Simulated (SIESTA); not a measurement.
ZrO2:

```
CELL_PARAMETERS angstrom
3.59610 0.00000 0.00000
0.00000 3.59610 0.00000
0.00000 0.00000 5.17700
ATOMIC_POSITIONS crystal
Zr 0.50000 0.50000 0.50000
Zr 0.00000 0.00000 0.00000
O 0.50000 0.00000 0.79700
O 0.50000 0.00000 0.29700
O 0.00000 0.50000 0.70300
O 0.00000 0.50000 0.20300
```

```yaml
Program: SIESTA 5.4.2
Task: single point
Functional: PBE
Potentials_or_basis: PseudoDojo 0.4 standard (PBE files)
Basis: DZP (energy shift 0.003 Ry; two zetas on semicore shells)
Grid_cutoff: 800 Ry
Energy_shift: 0.003 Ry
k_mesh: 7 × 7 × 5
Occupations: fermi-dirac, width 0.05 eV
Spin: no spin polarisation
```

On this cell: pressure 11.2 GPa; largest force 0.239 eV/Å; band gap on the k mesh 3.84 eV, indirect (least direct gap 3.91 eV).

The same run follows on a disturbed copy (atoms moved at random, drawn with an rms of 0.05 Å):

```
Zr O
1.0
     3.59610    0.00000    0.00000
     0.00000    3.59610    0.00000
     0.00000    0.00000    5.17700
Zr O
2 4
Direct
  0.50020 0.50230 0.49149
  0.99803 0.99036 0.99643
  0.49520 0.00148 0.78597
  0.49345 0.00460 0.29768
  0.99265 0.49712 0.69829
  0.98605 0.50142 0.21275
```

Question: What changes?

Answer: The energy moves by +12.4 meV/atom; pressure 10.8 GPa; largest force 1.191 eV/Å; band gap on the k mesh 3.72 eV, indirect (least direct gap 3.80 eV).

Forces in eV/Å, atoms in the order of the input:
```
Zr  -0.280  0.079  0.815
Zr  -0.123  0.346 -0.266
O    0.002 -0.118  0.598
O   -0.153 -0.241 -1.157
O    0.298  0.140  0.875
O    0.256 -0.208 -0.862
```

Stress tensor (GPa, compression positive):
```
10.33  0.03 -0.03
 0.03 11.80 -0.86
-0.03 -0.86 10.23
```

Caveats: an odd mesh through Γ misses points on the zone boundary, where band edges often lie; the basis of atomic orbitals isn't converged, which shifts pressures, moduli and gaps.
